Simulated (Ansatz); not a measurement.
Zincblende BeS, relaxed with r2SCAN, was run in Ansatz under altered settings. All numbers are computed, without spin polarisation but where a row says otherwise.

```yaml
crystal:
  lattice:
    - [0.00000, 2.43431, 2.43431]
    - [2.43431, 0.00000, 2.43431]
    - [2.43431, 2.43431, 0.00000]
  atoms:
    - { symbol: Be, position: [0.00000, 0.00000, 0.00000] }
    - { symbol: S, position: [0.25000, 0.25000, 0.25000] }
```

The base run's other keys:
```yaml
kpoints:
  mp_grid: { grid: [6, 6, 6] }
hamiltonian:
  xc: r2scan
scf:
  occupations: { method: fixed }
  n_extra_bands: 4
```

It takes 6 iterations with 725 plane waves at 500 eV and 16 k points, and leaves a mean stress of +0.04 GPa. The gap over this mesh is 3.588 eV. It ran on 4 threads of Arm Neoverse N1 (shared host).

Outcomes, with energy and stress as changes against the base:

| setting | outcome | ΔF (meV/atom) | Δ mean stress (GPa) | gap on the mesh (eV) | iterations | wall time |
| --- | --- | --- | --- | --- | --- | --- |
| scf.occupations: methfessel_paxton 0.05 | converged | 0.0 | 0.00 | 3.588 | 6 | 1.2 s |
| kpoints.mp_grid.grid: [4, 4, 4] | converged | +22 | +0.48 | 3.577 | 6 | 1 s |
| scf.occupations: gaussian 0.001 | converged | 0.0 | 0.00 | 3.588 | 6 | 1.2 s |
| scf.occupations: gaussian 0.5 | converged | 0.0 | 0.00 | 3.588 | 6 | 1.2 s |
| hamiltonian.xc: pbesol (cutoff then 420 eV) | converged | – | -1.77 | 2.949 | 6 | 0.56 s |
| basis.ecutwfc: 200 | converged, warned | +170 | +0.05 | 3.669 | 7 | 0.64 s |
| basis.ecutwfc: 900 | converged | -0.6 | 0.00 | 3.588 | 6 | 2 s |
| scf.occupations: fermi_dirac 0.001 | converged | 0.0 | 0.00 | 3.588 | 6 | 1.2 s |
| scf.n_extra_bands: 24 | converged | 0.0 | 0.00 | 3.588 | 6 | 1.6 s |
| basis.ecutwfc: 300 | converged, warned | +8.2 | 0.00 | 3.594 | 7 | 0.81 s |
| scf.mixing.ndim: 30 | converged | 0.0 | 0.00 | 3.588 | 6 | 1.2 s |
| scf.occupations: cold 0.001 | converged | 0.0 | 0.00 | 3.588 | 6 | 1.2 s |
| scf.occupations: methfessel_paxton 0.001 | converged | 0.0 | 0.00 | 3.588 | 6 | 1.2 s |

A dash marks a value that wasn't obtained or can't be compared. Stress is positive in compression. The base took 1.4 s.

- kpoints.mp_grid.grid: [4, 4, 4]. The free energy moves by +22 meV an atom, the mean stress by +0.48 GPa and the gap on the mesh by -0.011 eV (to 3.577). The mesh is too coarse.
- hamiltonian.xc: pbesol. The cutoff follows the functional, from 500 to 420 eV. The mean stress moves by -1.77 GPa and the gap on the mesh by -0.639 eV (to 2.949). It's another functional on the same cell, so totals aren't comparable.
- basis.ecutwfc: 200. 169 plane waves in place of 725. The free energy moves by +170 meV an atom, the mean stress by +0.05 GPa and the gap on the mesh by +0.080 eV (to 3.669). The basis is too small: these are errors of the cutoff. Warned: cutoff below recommended.
- basis.ecutwfc: 300. 331 plane waves in place of 725. The free energy moves by +8.2 meV an atom, the mean stress by 0.00 GPa and the gap on the mesh by +0.005 eV (to 3.594). The basis is too small: these are errors of the cutoff. Warned: cutoff below recommended.

Within 1 meV an atom, 0.1 GPa and 0.005 eV of the base stay: scf.occupations: methfessel_paxton 0.05; scf.occupations: gaussian 0.001; scf.occupations: gaussian 0.5; basis.ecutwfc: 900; scf.occupations: fermi_dirac 0.001; scf.n_extra_bands: 24; scf.mixing.ndim: 30; scf.occupations: cold 0.001; scf.occupations: methfessel_paxton 0.001.
